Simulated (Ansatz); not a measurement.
# How many bands does the GW gap of WS2 (2H monolayer) need?

How do accuracy and time trade against each other in G0W0 on WS2 (2H monolayer)?

Method: G0W0 on PBE, plane waves, PAW, in Ansatz 0.2.0.

## 1. The starting structure

The cell holds 3 atoms: 1 W and 2 S. Cell: a = 3.188 Å, b = 3.188 Å, c = 29.500 Å, α = 90.0°, β = 90.0°, γ = 120.0°. Vacuum lies along c.

The structure was relaxed with PBE. The runs that relaxed it are not among those shown. Spin-orbit coupling is left out unless a step names it. The default PAW set here is soft_2. Its files were made with PBE. The Coulomb interaction is cut off across the vacuum.

## 2. 87 empty bands, screening to 28 eV

Now the one-shot GW correction: screening in the RPA, then the self-energy of the levels asked for.

Contents of input.yaml:

```yaml
crystal:
  lattice:
    - [3.1876840329, 0.0, 0.0]
    - [-1.5938420165, 2.7606153518, 0.0]
    - [0.0, 0.0, 29.5]
  atoms:
    - { symbol: W, position: [0.3333333333, 0.6666666667, 0.5] }
    - { symbol: S, position: [0.6666666667, 0.3333333333, 0.5532708694] }
    - { symbol: S, position: [0.6666666667, 0.3333333333, 0.4467291306] }
  periodic: [true, true, false]
kpoints:
  mp_grid: { grid: [12, 12, 1] }
hamiltonian:
  xc: pbe
scf:
  occupations: { method: fixed }
gw:
  n_empty_bands: 87
  ecut_chi: 28.0
  qp_bands: [v2, c2]
  qp_kpoints: band_edges
  screening: { model: contour_deformation }
```

Run with:

```bash
$ ansatz run input.yaml --threads 3 --pin off --max-ram 64512MiB --backend cuda --events-out ev --progress --plain --runs-dir out --devices 1 --max-vram 24GiB  # rebuilt from the run's record
```

Numbers of over 12 decimals in the logs are rounded to 6 here.

Log:

```text
GPUs: using 1 of 1 available (devices: 1).
Engine: ansatz 0.2.0, x86_64-unknown-linux-gnu
Pseudopotentials: kind: paw
Pseudopotential: W, paw, valence charge 14, recommended cutoff 420 eV (normal), W.paw.azcp
Pseudopotential: S, paw, valence charge 6, recommended cutoff 420 eV (normal), S.paw.azcp
Functional definition: PBE
  parameter kappa = 0.804
  parameter beta = 0.066725
  exchange = pbe_x(kappa = kappa, mu = beta*pi^2/3)
  correlation = pbe_c(beta = beta)
device memory: the entry about to start is reckoned to put 1.3 GiB on a device that reports 65.9 GiB free (of which the cap on the GPU budget leaves the run 24.0 GiB)
GPU FFT provider: cuFFT
GPU libraries: cuBLAS 13.8.2, cuFFT 12.4.0, cuSOLVER 12.3.4
Crystal: 3 atoms, lattice volume = 259.599 Å³
Basis set: ecut = 420 eV, 5127 PW (Γ)
Bands: 17, of which v1, the nominal top of the filled ones, is band 13 counted from 1 (12 counted from 0)
Symmetry: 12 space group operations
Space group: P-6m2 (ITA 187), of the structure as read, at distance tolerance 6.4e-5 Å
k-points: 19 of 144 (time reversal used)
Non-local potential: W, projectors of the file, l = 0: 3, l = 1: 2, l = 2: 2, l = 3: 1
Non-local potential: S, projectors of the file, l = 0: 2, l = 1: 2, l = 2: 2
PAW form: soft (Blöchl's): semilocal exchange-correlation on the pseudo side does not see the compensation charge
PAW one-centre angular grid: W, 590 points (default); XC on 64 Gauss nodes
PAW one-centre angular grid: S, 110 points (default); XC on 64 Gauss nodes
Initial density: superposition of atomic densities (neutral atoms: chi_scale 0, normalization atom), corrected by the library's trained network
Initial wavefunctions: pseudopotential atomic-orbital guess
GPU buffer pool allocated for 115200 grid points (all kernels)
GPU transforms: local potential and band sums: pruned to the plane-wave sphere, on 24×24×200
Functional: x = pbe(κ = 0.804, μ = 0.219515), c = pbe(β = 0.066725)
SCF iter   1: F=—  HF=-12191.429797 eV  |F-HF|=—  |Δ(HF+E_count)|=         —  Δρ=2.58e-3  dr2=2.08e-2  ethr=1.77e-3  ⟨swp⟩=7.4  Hψ=2213  notcnv=0  defer=32
preconditioner: auto → none  [insulator: Δε(μ)=1.802 eV  Ē_g=8.650 eV  n_scr=16 (ndim 8)  ℏωp=9.8 eV  f_vac=0.761  ε∞_Penn≈2.3]
SCF iter   2: F=—  HF=-12191.443531 eV  |F-HF|=—  |Δ(HF+E_count)|=   1.37e-2  Δρ=2.72e-3  dr2=6.19e-2  ethr=8.01e-5  ⟨swp⟩=5.1  Hψ=1078  notcnv=0  defer=38
SCF iter   3: F=—  HF=-12191.434900 eV  |F-HF|=—  |Δ(HF+E_count)|=   8.63e-3  Δρ=9.71e-4  dr2=1.45e-3  ethr=8.01e-5  ⟨swp⟩=4.2  Hψ=661  notcnv=0  defer=38
SCF iter   4: F=—  HF=-12191.436909 eV  |F-HF|=—  |Δ(HF+E_count)|=   2.01e-3  Δρ=2.31e-4  dr2=1.22e-4  ethr=5.59e-6  ⟨swp⟩=3.6  Hψ=786  notcnv=0  defer=38
SCF iter   5: F=—  HF=-12191.436955 eV  |F-HF|=—  |Δ(HF+E_count)|=   4.52e-5  Δρ=5.79e-5  dr2=3.86e-6  ethr=4.69e-7  ⟨swp⟩=3.6  Hψ=716  notcnv=0  defer=38
SCF iter   6: F=—  HF=-12191.436960 eV  |F-HF|=—  |Δ(HF+E_count)|=   5.48e-6  Δρ=1.16e-5  dr2=5.12e-7  ethr=1.48e-8  ⟨swp⟩=3.4  Hψ=752  notcnv=0  defer=38
SCF iter   7: F=-12191.436960 eV  HF=-12191.436960 eV  |F-HF|=2.32e-8  |Δ(HF+E_count)|=   6.73e-8  Δρ=3.04e-6  dr2=2.19e-8  ethr=3.85e-10  ⟨swp⟩=11.6  Hψ=2057  notcnv=0
SCF 1 converged in 7 iterations: F = -12191.436960 eV  dr2 = 2.19e-8
  greatest PAW one-centre occupation: 1.000 electrons in one spin orbital (limit 2), on the W atom at site 0 (counted from 0), in its partial waves of l = 0
device memory: the entry about to start is reckoned to put 1.4 GiB (of the 1.5 GiB reckoned in all, the device holds 0.1 GiB already) on a device that reports 65.8 GiB free (of which the cap on the GPU budget leaves the run 23.9 GiB)
NSCF: frozen V_eff on 19 k-points, pencils in batches of 32, up to order 68
the band table was solved once the SCF had ended and its energy, with any forces and stress, was formed, with the checks that follow a solve (2980 applications of the Hamiltonian). They found nothing against the state; the energy, forces and stress were not computed again (output.eigenvalues in the input reference)
device memory: the entry about to start is reckoned to put 4.2 GiB on a device that reports 65.9 GiB free (of which the cap on the GPU budget leaves the run 24.0 GiB)
NSCF: frozen V_eff on 19 k-points
G₀W₀ screening: q 1/19
[... further progress lines ...]
SCF converged after 7 iterations
Free energy (F): -12191.436960 eV
Harris-Foulkes:  -12191.436960 eV  (|F-HF|=2.32e-8)
Internal energy: -12191.436960 eV  (E = F + TS)
E sigma→0 (E₀):  -12191.436960 eV
Fermi energy:    -5.718958 eV
--- Per-component energies (eV) ---
  E_band       = -622.350881
  E_kinetic    = 664.959317
  E_local      = -42867.038007  (includes V_loc(G=0)·N_el)
  E_nonlocal   = 57.241449
  E_hartree    = 21035.889623
  E_xc         = -461.615468
  E_vxc        = -414.288125  (∫ρ·V_xc dr)
  E_paw        = -9763.054398  (= ΣΔE_a)
  E_vpaw       = -135.018400  (= ΣTr[D̂ρ^β])
  E_aug_tail   = -0.000060  (compensation charges beyond the density's cutoff)
  E_ewald      = 19142.180582
  E_smearing   = -0.000000  (= −TS)
  E_closure    = 0.000000  (closes the sum)
  Σ components = -12191.436960   (vs F -12191.436960, Δ=0.00e0)
--- Band table (eV; the first three rows and the last of 19) ---
  k-point 0: bands = [... 9 lower, -7.8158, -7.3328, -7.3328, -5.7570, -2.8461, -2.8461, -2.6981, -2.6981]
  k-point 1: bands = [... 9 lower, -8.2175, -7.5108, -7.1297, -5.8155, -2.9731, -2.9451, -2.7989, -2.6348]
  k-point 2: bands = [... 9 lower, -8.1395, -7.9264, -7.1165, -6.0785, -3.3635, -3.0171, -2.9306, -2.1490]
  k-point 18: bands = [... 9 lower, -9.5904, -8.9432, -8.0797, -5.7190, -3.9095, -2.3811, -1.7099, -0.2325]
--- G₀W₀: contour deformation, 6 samples at zero and on the imaginary axis and 3 off it, 144 q-points, 87 empty bands' worth ---
  eigenvalues of the whole cell's RPA ε∞ on this k-mesh (on a slab, of 1 + 4πα/V) = 1.1672, 3.7004, 3.7004; static W/v taken at q = 0 is 0.498370
  gw.qp_kpoints: band_edges: 15 of 19 stored k-points solved, in 1 pass; an edge of the gap read off the rows below is read off those points alone
    valence top: of the k-points left out ik 16 came nearest to being solved in a further pass, in band 13 (counted from 1, as in the quasiparticle table): it holds the edge there only if its correction is more favourable than any solved in that band by at least 0.592 eV; those differ by 0.262 eV
    conduction bottom: of the k-points left out ik 16 came nearest to being solved in a further pass, in band 14 (counted from 1, as in the quasiparticle table): it holds the edge there only if its correction is more favourable than any solved in that band by at least 0.461 eV; those differ by 0.234 eV
    ik  band        ε_KS         Σx   Σc(E_QP)       V_xc       Z   E_QP_lin       E_QP  E_QP is
     0    12     -7.3328   -20.1583     2.1854   -18.2261  0.7461    -7.0810    -7.0796  root
     0    13     -5.7570   -18.1975     1.2710   -17.1386  0.7485    -5.5458    -5.5450  root
     0    14     -2.8461   -13.6798    -3.3973   -18.3099  0.7510    -1.5621    -1.6133  root
     0    15     -2.8461   -13.6798    -3.3973   -18.3099  0.7510    -1.5621    -1.6133  root
     1    12     -7.1297   -18.9157     2.4426   -16.5361  0.7467    -7.0668    -7.0667  root
     1    13     -5.8155   -18.4269     1.3171   -17.3375  0.7479    -5.5887    -5.5877  root
     1    14     -2.9731   -13.4075    -3.1948   -17.7253  0.7440    -1.8041    -1.8501  root
     1    15     -2.9451   -13.6247    -3.4297   -18.2680  0.7541    -1.6839    -1.7315  root
     2    12     -7.1165   -18.2632     2.6531   -15.5613  0.7447    -7.1652    -7.1652  root
     2    13     -6.0785   -18.8596     1.4699   -17.6394  0.7454    -5.8300    -5.8288  root
     2    14     -3.3635   -12.8311    -3.1130   -16.9905  0.7520    -2.2832    -2.3172  root
     2    15     -3.0171   -14.1713    -3.1985   -18.5443  0.7420    -1.7920    -1.8426  root
     3    12     -7.3619   -18.2566     2.8141   -15.3514  0.7376    -7.4531    -7.4529  root
     3    13     -6.5668   -18.8864     1.6723   -17.4446  0.7405    -6.3374    -6.3362  root
     3    14     -3.4092   -12.9964    -3.1821   -17.2182  0.7513    -2.3360    -2.3695  root
     3    15     -3.1837   -14.6123    -3.2516   -19.0496  0.7440    -1.9489    -1.9980  root
     4    12     -7.3272   -19.4996     2.5843   -17.0451  0.7417    -7.1979    -7.1974  root
     4    13     -6.9040   -18.5204     1.8253   -16.8734  0.7380    -6.7266    -6.7258  root
     4    14     -3.1697   -15.3635    -3.4488   -20.0310  0.7422    -1.8979    -1.9511  root
     4    15     -3.1356   -13.6897    -3.4218   -18.2031  0.7447    -2.0022    -2.0440  root
     5    12     -7.0712   -19.1282     2.5572   -16.6772  0.7464    -6.9653    -6.9651  root
     5    13     -6.7972   -18.1146     1.8779   -16.3537  0.7441    -6.6805    -6.6802  root
     5    14     -2.9977   -16.2313    -3.7040   -21.1921  0.7375    -1.6794    -1.7409  root
     5    15     -2.7219   -14.6579    -3.7582   -19.5641  0.7342    -1.5171    -1.5740  root
[...]
17    12     -7.9229   -19.4973     3.1119   -16.3505  0.7215    -7.9579    -7.9578  root
    17    13     -5.9710   -18.7443     1.1582   -17.9058  0.7514    -5.6531    -5.6513  root
    17    14     -3.5628   -15.9199    -3.0112   -20.1239  0.7491    -2.3257    -2.3699  root
    17    15     -2.2751   -12.3909    -3.8137   -17.3479  0.7468    -1.0837    -1.1318  root
    18    12     -8.0797   -19.8196     3.1805   -16.6182  0.7148    -8.1005    -8.1005  root
    18    13     -5.7190   -18.7799     0.9553   -18.1780  0.7540    -5.3674    -5.3655  root
    18    14     -3.9095   -15.8481    -2.8008   -19.8382  0.7549    -2.6825    -2.7203  root
    18    15     -2.3811   -12.1772    -3.7737   -17.0795  0.7488    -1.2076    -1.2525  root
```

The job ended after 39 s (1 × NVIDIA H100 80GB HBM3 (shared by 3 runs) with 3 threads of AMD EPYC 7R13 (Zen 3), shared host; peak memory 1.3 GiB).

The column dr2 measures how far the density is from self-consistency, as an energy; F and HF (Harris–Foulkes) agree once it is small.

This step gave:

```yaml
bands_summed: 100
plane_waves_in_the_screening_matrix: 103
q_points_in_the_mesh: 144
g0w0_gap_on_the_mesh: 2.645 eV
k_of_the_valence_top: 0.3333, 0.3333, 0
k_of_the_conduction_bottom: 0.3333, 0.3333, 0
starting_gap_on_the_mesh: 1.809 eV
z_at_the_valence_top: 0.7540
z_at_the_conduction_bottom: 0.7549
least_direct_g0w0_gap_on_the_computed_points: 2.645 eV
```

The gap on the mesh goes from 1.81 eV to 2.65 eV, a correction of +0.84 eV. Between the two edge states, bare exchange in place of the xc potential would open the gap by 4.59 eV, and correlation takes back 3.76 eV.

## 3. 196 empty bands, screening to 48 eV

Another rung: the empty bands reach about as high as the screening cutoff, so the two stay in balance.

Changes to input.yaml since step 2:

```diff
@@ -17,4 +17,4 @@
 gw:
-  n_empty_bands: 87
-  ecut_chi: 28.0
+  n_empty_bands: 196
+  ecut_chi: 48.0
   qp_bands: [v2, c2]
```

Log:

```text
GPUs: using 1 of 1 available (devices: 1).
[...]
GPU FFT provider: cuFFT
GPU libraries: cuBLAS 13.8.2, cuFFT 12.4.0, cuSOLVER 12.3.4
Crystal: 3 atoms, lattice volume = 259.599 Å³
Basis set: ecut = 420 eV, 5127 PW (Γ)
Bands: 17, of which v1, the nominal top of the filled ones, is band 13 counted from 1 (12 counted from 0)
Symmetry: 12 space group operations
[...]
k-points: 19 of 144 (time reversal used)
[...]
GPU buffer pool allocated for 115200 grid points (all kernels)
[...]
SCF iter   1: F=—  HF=-12191.429797 eV  |F-HF|=—  |Δ(HF+E_count)|=         —  Δρ=2.58e-3  dr2=2.08e-2  ethr=1.77e-3  ⟨swp⟩=7.4  Hψ=2213  notcnv=0  defer=32
[...]
SCF iter   7: F=-12191.436960 eV  HF=-12191.436960 eV  |F-HF|=2.32e-8  |Δ(HF+E_count)|=   6.73e-8  Δρ=3.04e-6  dr2=2.19e-8  ethr=3.85e-10  ⟨swp⟩=11.6  Hψ=2057  notcnv=0
SCF 1 converged in 7 iterations: F = -12191.436960 eV  dr2 = 2.19e-8
[...]
NSCF: frozen V_eff on 19 k-points, pencils in batches of 32, up to order 68
[...]
NSCF: frozen V_eff on 19 k-points
G₀W₀ screening: q 1/19
[... further progress lines ...]
SCF converged after 7 iterations
Free energy (F): -12191.436960 eV
[...]
Internal energy: -12191.436960 eV  (E = F + TS)
E sigma→0 (E₀):  -12191.436960 eV
Fermi energy:    -5.718958 eV
[...]
--- Band table (eV; the first three rows and the last of 19) ---
  k-point 0: bands = [... 9 lower, -7.8158, -7.3328, -7.3328, -5.7570, -2.8461, -2.8461, -2.6981, -2.6981]
  k-point 1: bands = [... 9 lower, -8.2175, -7.5108, -7.1297, -5.8155, -2.9731, -2.9451, -2.7989, -2.6348]
  k-point 2: bands = [... 9 lower, -8.1395, -7.9264, -7.1165, -6.0785, -3.3635, -3.0171, -2.9306, -2.1490]
  k-point 18: bands = [... 9 lower, -9.5904, -8.9432, -8.0797, -5.7190, -3.9095, -2.3811, -1.7099, -0.2325]
[...]
0    12     -7.3328   -20.1583     1.9078   -18.2261  0.7388    -7.3572    -7.3572  root
     0    13     -5.7570   -18.1975     0.9959   -17.1386  0.7428    -5.8201    -5.8200  root
     0    14     -2.8461   -13.6798    -3.6894   -18.3099  0.7429    -1.8795    -1.9054  root
     0    15     -2.8461   -13.6798    -3.6894   -18.3099  0.7429    -1.8795    -1.9054  root
     1    12     -7.1297   -18.9157     2.2112   -16.5361  0.7396    -7.2988    -7.2981  root
     1    13     -5.8155   -18.4269     1.0386   -17.3375  0.7420    -5.8663    -5.8662  root
     1    14     -2.9731   -13.4075    -3.4654   -17.7253  0.7358    -2.0977    -2.1207  root
     1    15     -2.9451   -13.6247    -3.7179   -18.2680  0.7465    -1.9956    -2.0198  root
[...]
18    12     -8.0797   -19.8196     2.9789   -16.6182  0.7076    -8.3039    -8.3022  root
    18    13     -5.7190   -18.7799     0.6325   -18.1780  0.7463    -5.6884    -5.6883  root
    18    14     -3.9095   -15.8481    -3.1382   -19.8382  0.7476    -3.0412    -3.0577  root
    18    15     -2.3811   -12.1772    -4.0398   -17.0795  0.7426    -1.4951    -1.5185  root
```

It took 32 s on 1 × NVIDIA H100 80GB HBM3 (shared by 3 runs) with 3 threads; peak memory 1.6 GiB.

This step gave:

* bands summed: 209
* plane waves in the screening matrix: 183
* q-points in the mesh: 144
* G0W0 gap on the mesh: 2.631 eV
* k of the valence top: 0.3333, 0.3333, 0
* k of the conduction bottom: 0.3333, 0.3333, 0
* starting gap on the mesh: 1.809 eV
* Z at the valence top: 0.7463
* Z at the conduction bottom: 0.7476
* least direct G0W0 gap on the computed points: 2.631 eV

Against the run with 12×12×1 mesh, 87 empty bands, screening to 28 eV, the gap moves by −0.015 eV.

## 4. 421 empty bands, screening to 80 eV

Changes to input.yaml since step 3:

```diff
@@ -16,5 +16,6 @@
   occupations: { method: fixed }
+  convergence: { dr2_threshold: 1.0e-10 }
 gw:
-  n_empty_bands: 196
-  ecut_chi: 48.0
+  n_empty_bands: 421
+  ecut_chi: 80.0
   qp_bands: [v2, c2]
```

Log:

```text
GPUs: using 1 of 1 available (devices: 1).
[...]
GPU FFT provider: cuFFT
GPU libraries: cuBLAS 13.8.2, cuFFT 12.4.0, cuSOLVER 12.3.4
Crystal: 3 atoms, lattice volume = 259.599 Å³
Basis set: ecut = 420 eV, 5127 PW (Γ)
Bands: 17, of which v1, the nominal top of the filled ones, is band 13 counted from 1 (12 counted from 0)
Symmetry: 12 space group operations
[...]
k-points: 19 of 144 (time reversal used)
[...]
1    15     -2.9453   -13.6247    -3.9635   -18.2679  0.7413    -2.2535    -2.2656  root
[...]
18    12     -8.0798   -19.8196     2.7462   -16.6182  0.7036    -8.5431    -8.5349  root
    18    13     -5.7191   -18.7800     0.3800   -18.1781  0.7414    -5.9419    -5.9411  root
    18    14     -3.9097   -15.8481    -3.4096   -19.8382  0.7416    -3.3224    -3.3293  root
    18    15     -2.3813   -12.1772    -4.2456   -17.0795  0.7383    -1.7117    -1.7246  root
[key lines of the parts left out:]
SCF converged after 9 iterations
Free energy (F): -12191.436960 eV
Fermi energy:    -5.719137 eV
```

Elapsed: 1.8 min, on 1 × NVIDIA H100 80GB HBM3 (shared by 3 runs) with 3 threads; peak memory 2.6 GiB; 2.8 min of CPU time.

This step gave:

```
bands summed                                 : 434
plane waves in the screening matrix          : 421
G0W0 gap on the mesh                         : 2.612 eV
k of the valence top                         : 0.3333, 0.3333, 0
k of the conduction bottom                   : 0.3333, 0.3333, 0
starting gap on the mesh                     : 1.809 eV
least direct G0W0 gap on the computed points : 2.612 eV
```

Against the run with 12×12×1 mesh, 196 empty bands, screening to 48 eV, the gap moves by −0.019 eV.

## 5. 774 empty bands, screening to 120 eV

Changes to input.yaml since step 4:

```diff
@@ -16,6 +16,5 @@
   occupations: { method: fixed }
-  convergence: { dr2_threshold: 1.0e-10 }
 gw:
-  n_empty_bands: 421
-  ecut_chi: 80.0
+  n_empty_bands: 774
+  ecut_chi: 120.0
   qp_bands: [v2, c2]
```

Log:

```text
GPUs: using 1 of 1 available (devices: 1).
[...]
GPU FFT provider: cuFFT
GPU libraries: cuBLAS 13.8.2, cuFFT 12.4.0, cuSOLVER 12.3.4
Crystal: 3 atoms, lattice volume = 259.599 Å³
Basis set: ecut = 420 eV, 5127 PW (Γ)
Bands: 17, of which v1, the nominal top of the filled ones, is band 13 counted from 1 (12 counted from 0)
Symmetry: 12 space group operations
[...]
k-points: 19 of 144 (time reversal used)
[...]
1    15     -2.9451   -13.6247    -4.1279   -18.2680  0.7396    -2.4232    -2.4297  root
[...]
18    12     -8.0797   -19.8196     2.5637   -16.6182  0.7023    -8.7338    -8.7174  root
    18    13     -5.7190   -18.7799     0.2094   -18.1780  0.7394    -6.1141    -6.1114  root
    18    14     -3.9095   -15.8481    -3.5724   -19.8382  0.7388    -3.4885    -3.4919  root
    18    15     -2.3811   -12.1772    -4.3817   -17.0795  0.7370    -1.8528    -1.8605  root
[key lines of the parts left out:]
SCF converged after 7 iterations
Free energy (F): -12191.436960 eV
Fermi energy:    -5.718958 eV
```

Run time: 2.2 min. Hardware: 1 × NVIDIA H100 80GB HBM3 (shared by 3 runs) with 3 threads; peak memory 4.7 GiB; 4 min of CPU time.

This step gave:

```yaml
bands_summed: 787
plane_waves_in_the_screening_matrix: 755
g0w0_gap_on_the_mesh: 2.620 eV
k_of_the_valence_top: 0.3333, 0.3333, 0
k_of_the_conduction_bottom: 0.3333, 0.3333, 0
starting_gap_on_the_mesh: 1.809 eV
least_direct_g0w0_gap_on_the_computed_points: 2.620 eV
```

Against the run with 12×12×1 mesh, 421 empty bands, screening to 80 eV, the gap moves by +0.008 eV.

(Part 1 of 2 ends here.)

[Paths, hosts, dates, memory and timing lines, banners, echoed tables and standing remarks are left out of the program output.]

[Logs are printed without paths, hosts, clocks, repeated set-up lines and the standing remarks that a program may print on its own settings, such as how far it seeks lower states.]

[Runs of the session that timed out or met a known fault of the program may be left out.]

[Cells called generated may have been cut or substituted from an entry of the Crystallography Open Database or the Materials Project.]

[Hosts, paths, dates, database ids (printed as entryN), source tags and the programs' standing remarks are cut or masked in the printed files.]
